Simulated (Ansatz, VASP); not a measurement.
## Ti3S2: VASP beside Ansatz

```
Ti S
1.0
     2.71311    1.56642    3.23762
    -2.71311    1.56642    3.23762
     0.00000   -3.13283    3.23762
Ti S
3 2
Cartesian
  -0.9057 -1.5112 3.2319
  1.7755 -0.0010 3.2474
  -0.8860 1.5538 3.2105
  -0.1170 0.0187 1.6372
  -0.0007 0.0316 8.1054
```

Change from the starting cell: atoms moved at random, drawn with an rms of 0.05 Å.

Alike in both runs: task single point; functional PBE; k mesh 6 × 6 × 6; occupations fermi-dirac, width 0.05 eV; no spin polarisation.

|  | VASP | Ansatz |
| --- | --- | --- |
| version | VASP 6.6.1 | Ansatz 0.2.0 |
| potentials or method | VASP PAW PBE potentials, release 64 (Ti_sv, S) | Ansatz PAW |
| plane-wave cutoff (eV) | 520 | 420 |
| valence electrons in the cell | 48 | 48 |

```tsv
	VASP	Ansatz	Ansatz less VASP
gap on the k mesh at the Fermi level (eV)	none	none	-
pressure (GPa)	0.8	0.7	-0.06
largest component of the traceless stress (GPa)	1.67	1.63	-0.043
rms of the force components (eV/Å)	0.541	0.538	-0.0025
```

Atom by atom the forces differ by 0.004 eV/Å (rms over components). A gap of «none» marks a metal or a gap that the smearing closes. The functional is the same, so the differences come from potentials, cutoffs and numerics.
